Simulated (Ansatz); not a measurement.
Ag under changes of volume

One of the cells (17.048 Å³/atom); the others are scaled copies at fixed shape and fractional positions:

```
Ag
1.0
     0.00000    2.04275    2.04275
     2.04275    0.00000    2.04275
     2.04275    2.04275    0.00000
Ag
1
Direct
  0.00000 0.00000 0.00000
```

| Item | Value |
| --- | --- |
| Program | Ansatz 0.2.0 |
| Functional | PBEsol |
| Dispersion | D4 |
| Potentials or basis | Ansatz PAW |
| Cutoff | 420 eV (not typed: the program's choice for these potentials) |
| k mesh | 8 × 8 × 8 |
| Occupations | methfessel-paxton, width 0.1 eV |
| Spin | spin-orbit coupling, no magnetisation |

```tsv
volume (Å³/atom)	energy over the lowest point (meV/atom)	pressure (GPa)
16.025	2.19	2.5
16.366	0.00	-0.4
16.707	3.50	-2.9
17.048	12.00	-5.1
17.389	24.80	-6.9
17.730	?	?
18.071	61.19	-10.0
```

Question: What does the run at 17.730 Å³/atom give?

Answer: Energy over the lowest point 41.36 meV/atom; pressure -8.6 GPa.

Worked out: A Birch-Murnaghan fit of order 3 (a polynomial in V^(-2/3)) to the other rows has its minimum at 16.32 Å³/atom with B0 = V·E''(V) = 131 GPa and B' = 5.6. It gives 41.37 meV/atom at 17.730 Å³/atom, against the run's 41.36, and -dE/dV = -8.6 GPa, against -8.6.

Energies are extrapolated to zero smearing.

Caveats: pairwise dispersion overbinds metals, which lowers pressure and volume; the PAW data sets come from PBE, with cores solved anew for the run's functional, which leaves a small shift of forces and pressure.
